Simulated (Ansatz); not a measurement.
Born–Oppenheimer molecular dynamics of a periodic cell of 12 atoms, Pd (surface Pd(111)). It goes on from the last frame of an earlier run, with new velocities.

Computed with Ansatz 0.2.0, DFT LDA, scalar-relativistic, plane waves, PAW. Settings: PAW set soft_1, cutoff 420 eV, k mesh 3x3x1, fermi-dirac smearing 0.1 eV, no spin polarisation.

- ensemble: NVT, Langevin thermostat
- time step: 4.5 fs
- steps asked: 300
- set temperature: 2400 K
- friction: 0.05 /fs
- atoms held: 1 to 4
- seed: 101264

First frame:

```xyz
12
Lattice="5.5013 0.0000 0.0000 2.7506 4.7643 0.0000 0.0000 0.0000 16.4918" Properties=species:S:1:pos:R:3
Pd 1.375 0.794 1.000
Pd 4.126 0.794 1.000
Pd 2.751 3.176 1.000
Pd 5.501 3.176 1.000
Pd 0.251 1.983 3.415
Pd 3.053 1.935 3.213
Pd 1.800 4.427 3.223
Pd 4.334 4.217 3.283
Pd 0.358 0.423 5.503
Pd 3.035 0.176 5.429
Pd 1.579 2.728 5.301
Pd 4.254 2.781 5.414
```

Question: What does the run give?

Answer: The run went to its last step.

```json
{
 "steps done": "300",
 "time covered": "1350 fs",
 "mean temperature over the second half": "2244 K",
 "spread of the potential energy over the second half": "54.8 meV per atom",
 "mean potential energy of the second half above the start": "125.8 meV per atom"
}
```

A run of 1.4 ps of so small a system gives no equilibrium averages. Limits of this set-up: coarse k mesh, thin slab, slab without dipole correction, PAW files made for another functional.

Question: What happens to the structure?

Answer: Mean squared displacements from the first frame to the last: Pd 0.64 Å². This is one draw of velocities; another would differ in detail.

Question: How do temperature and energy run in time?

Answer: 
```json
{"time (fs)": "0.0", "T (K)": "2400", "potential energy less start (eV)": "0.000"}
{"time (fs)": "67.5", "T (K)": "2371", "potential energy less start (eV)": "0.908"}
{"time (fs)": "135.0", "T (K)": "2073", "potential energy less start (eV)": "0.467"}
{"time (fs)": "202.5", "T (K)": "1629", "potential energy less start (eV)": "1.080"}
{"time (fs)": "270.0", "T (K)": "2290", "potential energy less start (eV)": "1.100"}
{"time (fs)": "337.5", "T (K)": "2166", "potential energy less start (eV)": "1.527"}
{"time (fs)": "405.0", "T (K)": "2531", "potential energy less start (eV)": "1.648"}
{"time (fs)": "472.5", "T (K)": "1907", "potential energy less start (eV)": "2.544"}
{"time (fs)": "540.0", "T (K)": "2612", "potential energy less start (eV)": "3.742"}
{"time (fs)": "607.5", "T (K)": "2201", "potential energy less start (eV)": "2.642"}
{"time (fs)": "675.0", "T (K)": "3402", "potential energy less start (eV)": "1.753"}
{"time (fs)": "742.5", "T (K)": "2834", "potential energy less start (eV)": "0.988"}
{"time (fs)": "810.0", "T (K)": "2479", "potential energy less start (eV)": "2.468"}
{"time (fs)": "877.5", "T (K)": "2758", "potential energy less start (eV)": "1.824"}
{"time (fs)": "945.0", "T (K)": "1568", "potential energy less start (eV)": "1.723"}
{"time (fs)": "1012.5", "T (K)": "1911", "potential energy less start (eV)": "0.963"}
{"time (fs)": "1080.0", "T (K)": "1881", "potential energy less start (eV)": "1.445"}
{"time (fs)": "1147.5", "T (K)": "1582", "potential energy less start (eV)": "1.124"}
{"time (fs)": "1215.0", "T (K)": "3125", "potential energy less start (eV)": "0.297"}
{"time (fs)": "1282.5", "T (K)": "2599", "potential energy less start (eV)": "1.102"}
{"time (fs)": "1350.0", "T (K)": "2533", "potential energy less start (eV)": "1.698"}
```

The run took 37 min on 4 threads of AMD EPYC 7B13 (Zen 3) (shared host), peak memory 1.5 GiB.
